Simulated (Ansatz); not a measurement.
Crystal: Na2S.

```xyz
3
Lattice="0.0000 3.2735 3.2735 3.2735 0.0000 3.2735 3.2735 3.2735 0.0000" Properties=species:S:1:pos:R:3 pbc="T T T"
S     0.0000    0.0000    0.0000
Na    4.9102    4.9102    4.9102
Na    1.6367    1.6367    1.6367
```

Base run:

- Program: Ansatz 0.2.0
- Functional: PBE0
- Potentials or basis: Ansatz PAW
- Cutoff: 420 eV
- Density cutoff: 1680 eV
- k mesh: 6 × 6 × 6
- Occupations: fermi-dirac, width 0.05 eV
- Spin: no spin polarisation

Its results: band gap on the k mesh 4.13 eV, direct.

Task: The run is repeated on the same cell with these changes: functional from PBE0 to HSE06. What comes out?

Result: Band gap on the k mesh 3.46 eV, direct.

Not every run made on this cell is shown here.
